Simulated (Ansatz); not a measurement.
## MoS2: equation of state with PBEsol

MoS2, a slab with vacuum:

```
CELL_PARAMETERS angstrom
3.18413 0.00000 0.00000
-1.59206 2.75753 0.00000
0.00000 0.00000 17.33460
ATOMIC_POSITIONS crystal
Mo 0.00000 0.00000 0.00000
S 0.33333 0.66667 0.91051
S 0.33333 0.66667 0.08949
```

```
Program             : Ansatz 0.2.0
Task                : equation of state
Functional          : PBEsol
Potentials or basis : Ansatz PAW
Cutoff              : 420 eV
Density cutoff      : 1680 eV
k mesh              : 10 × 10 × 2
Occupations         : fermi-dirac, width 0.05 eV
Spin                : no spin polarisation
```

```yaml
Equilibrium_volume: 49.63 Å³/atom
Bulk_modulus_at_fixed_shape_and_positions: 55 GPa
Pressure_derivative_of_the_bulk_modulus: 4.4
```

Energy against volume, from the lowest point:
```csv
volume (Å³/atom),energy (meV/atom)
47.690,13.84
48.705,3.00
49.720,0.00
50.735,4.04
51.749,14.37
52.764,30.35
53.779,51.38
```

All runs of the series together: 53 s on 2 threads of Intel(R) Xeon(R) Processor @ 2.50GHz (Skylake/Cascade Lake) (shared host).

Caveat: the cell was scaled at fixed shape and fractional positions, which overstates the stiffness of a crystal with free parameters, most of all of layers and chains.
